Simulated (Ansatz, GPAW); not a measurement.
# Ballistic transport through a Ga chain with a Si atom bridging one bond, from relaxation to T(E), part 3 of 3

Wanted: T(E) of a Ga chain with a Si atom bridging one bond at a relaxed geometry in two programs, beside the unrelaxed structure.

GPAW 26.7.0 and Ansatz 0.2.0; Ansatz plane waves; relaxation of the junction with the lead ends held (the session's first sound run).

So far. Step 7 (revPBE in the dzp basis: xc = "revPBE"): The conductance, 0.701 G₀, lies 4.7 % below that of the dzp run. Step 8 (Without the relaxation: geometry = "as built"): The conductance, 0.956 G₀, lies 30 % above that of the dzp run.

## Step 11: Potential alignment off

Without the shift, lead and junction are matched by their Fermi levels alone.

This step: GPAW LCAO, PAW setups; Landauer transmission from Green's functions with principal layers (ASE), zero bias (GPAW 26.7.0).

Contents of run.py:

```python
import json
import numpy as np
from ase import Atoms
from ase.transport.calculators import TransportCalculator
from gpaw import GPAW, FermiDirac
from gpaw.lcao.tools import get_lcao_hamiltonian
from scipy.linalg import eigh

# The junction with lead layers at both ends, along the third cell vector
device = Atoms(
    ['Ga', 'Ga', 'Ga', 'Ga', 'Ga', 'Ga', 'Si', 'Ga', 'Ga', 'Ga', 'Ga', 'Ga', 'Ga'],
    positions=[
        [4.50000, 4.50000, 1.27500],
        [4.50000, 4.50000, 3.82500],
        [4.50000, 4.50000, 6.37500],
        [4.50000, 4.50000, 8.92500],
        [6.11303, 4.36260, 10.92991],
        [5.90074, 4.38905, 13.50822],
        [7.24477, 4.29856, 15.40518],
        [5.90052, 4.39563, 17.29769],
        [6.11750, 4.38391, 19.87477],
        [4.50000, 4.50000, 21.87500],
        [4.50000, 4.50000, 24.42500],
        [4.50000, 4.50000, 26.97500],
        [4.50000, 4.50000, 29.52500]],
    cell=[[9.0, 0.0, 0.0], [0.0, 9.0, 0.0], [0.0, 0.0, 30.8]],
    pbc=True)

# One principal layer of the lead: the first 3 atoms of the device
lead = Atoms(
    ['Ga', 'Ga', 'Ga'],
    positions=[
        [4.50000, 4.50000, 1.27500],
        [4.50000, 4.50000, 3.82500],
        [4.50000, 4.50000, 6.37500]],
    cell=[[9.0, 0.0, 0.0], [0.0, 9.0, 0.0], [0.0, 0.0, 7.65]],
    pbc=True)

settings = dict(mode='lcao', basis='dzp', xc='PBE', h=0.2,
                occupations=FermiDirac(0.1), maxiter=250,
                mixer=dict(beta=0.1, nmaxold=8, weight=100.0),
                convergence=dict(density=0.0001))
energies = np.arange(-2, 2 + 1e-9, 0.025)
eta = 0.0001
n1, n2 = 1, 1
# k and -k transmit alike, so half of the mesh across the current serves
mesh = [(i, j) for i in range(n1) for j in range(n2) if (i, j) <= (-i % n1, -j % n2)]
weights = np.array([1 if (i, j) == (-i % n1, -j % n2) else 2 for i, j in mesh]) / (n1 * n2)


def ground_state(atoms, size, txt):
    atoms.calc = GPAW(kpts={'size': size, 'gamma': True}, symmetry={'tolerance': 1e-3}, txt=txt, **settings)
    atoms.get_potential_energy()
    return atoms.calc.get_fermi_level()


def blocks(atoms, fermi, points, nz, cells):
    """H - E_F S and S between cell 0 and the cells above it, at each point across the current."""
    kz = np.arange(nz) / nz
    calc = atoms.calc.fixed_density(kpts=[(*k, z) for k in points for z in kz], symmetry='off', txt=None)
    H, S = get_lcao_hamiltonian(calc)
    H = (H - fermi * S).reshape(len(H), len(points), nz, *S.shape[1:])
    S = S.reshape(H.shape[1:])
    phases = [np.exp(-2j * np.pi * kz * R) / nz for R in cells]
    return [(np.einsum('skzij,z->ksij', H, p), np.einsum('kzij,z->kij', S, p)) for p in phases]


def pair(a, b):
    return np.block([[a, b], [b.T.conj(), a]])


def count_channels(h, s, cells, nk=240):
    """Half the number of times that the lead's bands cross each energy, unfolded to its shortest repeat."""
    b = len(h) // cells
    bands = []
    for k in (np.arange(nk + 1) + 0.5) / nk:
        hk, sk = h[:b, :b].copy(), s[:b, :b].copy()
        for R in range(1, cells):
            phase, block = np.exp(2j * np.pi * k * R), slice(R * b, (R + 1) * b)
            hk += h[:b, block] * phase + (h[:b, block] * phase).T.conj()
            sk += s[:b, block] * phase + (s[:b, block] * phase).T.conj()
        w, u = eigh(sk)
        x = u[:, w > 1e-5] / w[w > 1e-5]**0.5  # drop near-dependent combinations
        bands.append(np.r_[eigh(x.T.conj() @ hk @ x, eigvals_only=True), [1e9] * (w <= 1e-5).sum()])
    below = np.array(bands)[:, :, None] < energies
    return (below[1:] != below[:-1]).sum((0, 1)) / 2


fermi_lead = ground_state(lead, (1, 1, 15), 'lead.txt')
fermi_device = ground_state(device, (1, 1, 3), 'device.txt')
T, channels, eigen, tail, misfit, shifts = [], [], [], 0.0, 0.0, []
for first in range(0, len(mesh), 657):
    points = [(i / n1, j / n2) for i, j in mesh[first:first + 657]]
    (H0k, S0k), (H1k, S1k), (H2k, _) = blocks(lead, fermi_lead, points, 5, range(3))
    [(Hk, Sk)] = blocks(device, fermi_device, points, 2, [0])
    tail = max(tail, abs(H2k).max())
    for H0, S0, H1, S1, H, S in zip(H0k, S0k, H1k, S1k, Hk, Sk):
        n = len(S0)
        # Lead and device are aligned by their Fermi levels alone
        shift = 0.0
        shifts.append(shift)
        misfit = max(misfit, abs(H[:, :n, :n] - H0 - shift * S0).max())
        Tk, Ck, Ek = [], [], []
        for s in range(len(H)):
            t = s % len(H0)  # a lead without moments serves both spins
            h1, s1 = pair(H0[t] + shift * S0, H1[t] + shift * S1), pair(S0, S1)
            leads = dict(h1=h1, s1=s1, energies=energies, eta=eta, eta1=eta, eta2=eta)
            calc = TransportCalculator(h=H[s], s=S, eigenchannels=3, **leads)
            Tk.append(calc.get_transmission())
            Ek.append(np.sort(calc.eigenchannels_ne, axis=0)[::-1])
            Ck.append(count_channels(h1, s1, 6))
        T.append(Tk)
        channels.append(Ck)
        eigen.append(Ek)
T, channels = np.array(T), np.array(channels)
mean, open_channels = np.einsum('kse,k->se', T, weights), np.einsum('kse,k->se', channels, weights)

print(f'basis functions: device {len(S)}, principal layer {n}')
print(f'Fermi level: lead {fermi_lead:.4f} eV, device {fermi_device:.4f} eV; lead shifted by {np.mean(shifts):.4f} eV')
print(f'largest coupling past the next layer {tail:.2e} eV, largest misfit of the first layer {misfit:.3f} eV')
print('  E-E_F (eV)   ' + 'T (one spin)  channels')
for e, t, c in zip(energies, mean.T, open_channels.T):
    print(f'{e:10.3f}  ', *[f'{x:11.4e}' for x in t], *[f'{x:9.4f}' for x in c])

kT = 8.617333e-5 * 300
fine = np.linspace(energies[0], energies[-1], 4001)
both = np.exp(np.interp(fine, energies, np.log(np.maximum(mean.sum(0) * 2 / len(mean), 1e-30))))
fermi = lambda mu: 1 / (1 + np.exp(np.clip((fine - mu) / kT, -200, 200)))
slope = fermi(0) * (1 - fermi(0)) / kT
G = np.trapezoid(both * slope, fine) / 2
seebeck = -np.trapezoid(both * slope * fine, fine) / (2 * G * 300) * 1e6
print(f'conductance at 300 K: {G:.5g} G0 a cell; thermopower {seebeck:.4g} uV/K')
bias = [0.1, 0.2, 0.5, 1.0, 1.5, 2.0]
current = [38.74 * np.trapezoid(both * (fermi(V / 2) - fermi(-V / 2)), fine) for V in bias]
for V, I in zip(bias, current):
    print(f'current from the zero-bias T(E) at {V} V: {I:.5g} uA')
zero = abs(energies).argmin()
json.dump(dict(energies=energies.tolist(), T=mean.tolist(), channels=open_channels.tolist(), G=G, seebeck=seebeck,
               bias=bias, current=current, tail=tail, misfit=misfit, shift=np.mean(shifts), n_device=len(S), n_lead=n,
               fermi=[fermi_lead, fermi_device], energy=device.get_potential_energy(),
               moments=device.get_magnetic_moments().tolist(), mesh=mesh, weights=weights.tolist(),
               T_k=T[:, :, zero].tolist(), eigen=np.array(eigen[0]).tolist()), open('result.json', 'w'))
```

On the command line:

```bash
> OMP_NUM_THREADS=1 OPENBLAS_NUM_THREADS=1 python run.py
```

Wall time 60 s (1 thread of Arm Neoverse V1, shared host); peak memory 1 GiB.

Numbers from this step:

```yaml
conductance: 0.7275 G₀
thermopower: -10.12 μV/K
largest_misfit_of_the_first_principal_layer: 0.1077 eV
shift_that_aligns_the_lead: 0 eV
transmission_at_the_fermi_level_one_spin: 0.7271
```

One spin. The transmission, zone mean by energy, zero at the Fermi level:

```tsv
energy (eV)	transmission, zone mean
-2.000	0.0764
-1.800	0.0194
-1.600	0.00135
-1.400	0.00279
-1.200	0.0183
-1.000	0.0521
-0.800	0.103
-0.600	0.818
-0.575	0.876
-0.400	0.359
-0.200	0.491
0.000	0.727
0.200	0.937
0.400	1.16
0.600	1.33
0.800	1.40
1.000	1.38
1.200	1.34
1.400	1.35
1.600	1.44
1.800	1.61
2.000	1.88
```

Crossings of the lead's bands, unfolded to its shortest repeat. Table of open channels, zone mean by energy, zero at the Fermi level:

```tsv
energy (eV)	open channels, zone mean
-2.000	1
-1.800	1
-1.600	1
-1.400	1
-1.200	1
-1.000	1
-0.800	1
-0.600	1
-0.400	1
-0.200	3
0.000	3
0.200	3
0.400	3
0.600	3
0.800	3
1.000	3
1.200	3
1.400	3
1.600	3
1.800	3
2.000	3
```

Not self-consistent under bias; the bias window is split evenly. Table of current through one cell, from the zero-bias transmission by bias:

```tsv
bias (V)	current through one cell, from the zero-bias transmission (μA)
0.100	5.64
0.200	11.3
0.500	27.4
1.000	56.2
1.500	90.7
2.000	119
```

Table of transmission of the three most open eigenchannels by energy, zero at the Fermi level:

```tsv
energy (eV)	channel 1	channel 2	channel 3
-2.000	0.0764	7.1e-12	0
-1.900	0.0409	6.9e-12	0
-1.800	0.0194	6.8e-12	0
-1.700	0.00716	6.6e-12	0
-1.600	0.00135	6.3e-12	0
-1.500	5.8e-8	2.1e-11	0
-1.400	0.00279	6.9e-12	0
-1.300	0.00874	6.6e-12	0
-1.200	0.0183	6.4e-12	0
-1.100	0.0323	6.2e-12	0
-1.000	0.0521	6.1e-12	0
-0.900	0.0787	5.9e-12	0
-0.800	0.103	5.8e-12	0
-0.700	0.0279	6.0e-12	0
-0.600	0.818	5.3e-12	0
-0.500	0.741	5.2e-12	0
-0.400	0.359	2.7e-10	7.5e-12
-0.300	0.121	3.0e-9	7.9e-10
-0.200	0.295	0.184	0.0129
-0.100	0.329	0.283	0.0189
0.000	0.362	0.343	0.0223
0.100	0.437	0.367	0.0254
0.200	0.509	0.399	0.0289
0.300	0.577	0.439	0.0334
0.400	0.635	0.484	0.0391
0.500	0.677	0.531	0.0464
0.600	0.700	0.575	0.0558
0.700	0.703	0.610	0.0678
0.800	0.683	0.636	0.0828
0.900	0.653	0.645	0.101
1.000	0.663	0.592	0.123
1.100	0.671	0.535	0.148
1.200	0.679	0.480	0.177
1.300	0.689	0.435	0.209
1.400	0.702	0.402	0.244
1.500	0.717	0.383	0.283
1.600	0.733	0.379	0.326
1.700	0.750	0.391	0.374
1.800	0.765	0.428	0.418
1.900	0.778	0.486	0.467
2.000	0.789	0.552	0.536
```

The conductance, 0.728 G₀, lies 1.1 % below that of the dzp run.

## Step 12: Results

```json
{
  "conductance": "0.735 G₀",
  "transmission at the Fermi level, mean of the spins": "0.736",
  "thermopower": "-9.78 μV/K",
  "open channels of the lead there": "3"
}
```

**Reading.** In the dzp basis the junction conducts 0.735 G₀ at 300 K, with T = 0.736 a spin at the Fermi level; the sz basis reaches that conductance within 10 %. Relaxation moved atoms by up to 1.7 Å and took the conductance from 0.956 to 0.735 G₀, as a ratio a larger change than the step from dzp to the minimal basis. Plane waves (PBE) give T = 0.726 there. The scatterer reflects about 75 % of the incoming channels at the Fermi level. At the Fermi level the three most open eigenchannels pass 0.36, 0.35 and 0.023. The negative thermopower says that the thermally weighted transmission is larger above the Fermi level, as for electron-like transport. Measured against the first run (pw-pbe), the nearest curve is that of dzp (r.m.s. 0.025) and the farthest that of asbuilt (0.40). Over the compared runs wall time goes from 33 s (sz) to 96 s (pw-pbe), on a shared host; the plane-wave run used 4 threads and the orbital runs 1. Moves of this size go well beyond a change of bond lengths: the free chain atoms or the scatterer took up a new arrangement, and the name in the title describes the start. The leads kept an estimated spacing and the cell its length, so the junction may be under some tension or compression. An evenly spaced straight chain is an idealisation: free chains tend to dimerise, zigzag or, where a band edge lies near the Fermi level, turn magnetic. The currents use the zero-bias T(E) throughout, which holds only while the bias is small against the distance to the nearest feature.

[Logs are printed without paths, hosts, clocks, repeated set-up lines and the standing remarks that a program may print on its own settings, such as how far it seeks lower states.]

[Hosts, paths, dates, database ids (printed as entryN), source tags and the programs' standing remarks are cut or masked in the printed files.]
